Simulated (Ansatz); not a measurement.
# NaH

Computed with Ansatz (plane waves, PAW, 420 eV cutoff): PBE, scalar-relativistic, no spin polarisation, 12×12×12 k-mesh, Gaussian smearing of 0.05 eV. The datasets are Ansatz's generated set soft_2.

```
Na H
1.0
     0.00000    2.41637    2.41637
     2.41637    0.00000    2.41637
     2.41637    2.41637    0.00000
Na H
1 1
Direct
  0.00000 0.00000 0.00000
  0.50000 0.50000 0.50000
```

The chain of runs began from a cell as deposited in COD, expanded in volume.

The run above is the reference. The same cell was run again with other input settings; several of them aren't fit for production, so the rows show the settings' effect and aren't properties of the material.

| keys changed | outcome | ΔE (meV/atom) | P (GPa) | gap on the mesh (eV) | cell moment (μB) | largest force component (eV/Å) | SCF iterations | rough core-seconds | new warnings |
| --- | --- | --- | --- | --- | --- | --- | --- | --- | --- |
| none (reference) | converged | 0.0 | 0.0 | 3.76 | – | 0.000 | – | – | – |
| basis.ecutwfc: 420 → "36.7 Ry" | converged | -0.9 | 0.0 | 3.76 | – | 0.000 | 6 | 1.5 | – |
| hamiltonian.xc: "pbe" → "revpbe" | converged | – | 1.2 | 3.94 | – | 0.000 | 6 | 1.2 | – |
| scf.n_extra_bands: 4 | converged | 0.0 | 0.0 | 3.76 | – | 0.000 | 6 | 1.2 | – |
| scf.initial_density.chi_scale: 0.0; scf.lower_state_search: "light" | converged | 0.0 | 0.0 | 3.76 | – | 0.000 | 6 | 1.1 | – |

These changes also left energy (to 0.1 meV/atom), pressure, gap, moment and forces as in the reference: scf.n_extra_bands: 4 | scf.n_extra_bands: 32; accuracy: "high"; scf.convergence.dr2_threshold: 1e-05 | scf.occupations.method: "gaussian" → "fermi_dirac"; scf.occupations.width: 0.05 → 0.2; scf.algorithm: "direct_min".

ΔE is the energy with the smearing extrapolated to zero. It is left out where the change alters the Hamiltonian or the spin treatment. The varied runs start from atomic densities (corrected by the program's trained start where that serves), with the default search for lower states unless a row changes it.

(1) What happens with these changes: kpoints.mp_grid.grid: [12, 12, 12] → [15, 15, 15]; basis.xc_grid: 4; scf.occupations.width: 0.05 → 0.3?

Answer:

(1) outcome converged, ΔE (meV/atom) 0.0, P (GPa) 0.0, gap on the mesh (eV) 3.87, largest force component (eV/Å) 0.000, SCF iterations 6, rough core-seconds 1.8.

Of the reference: Kohn–Sham gaps of semilocal functionals lie under measured ones, often by a third or more.
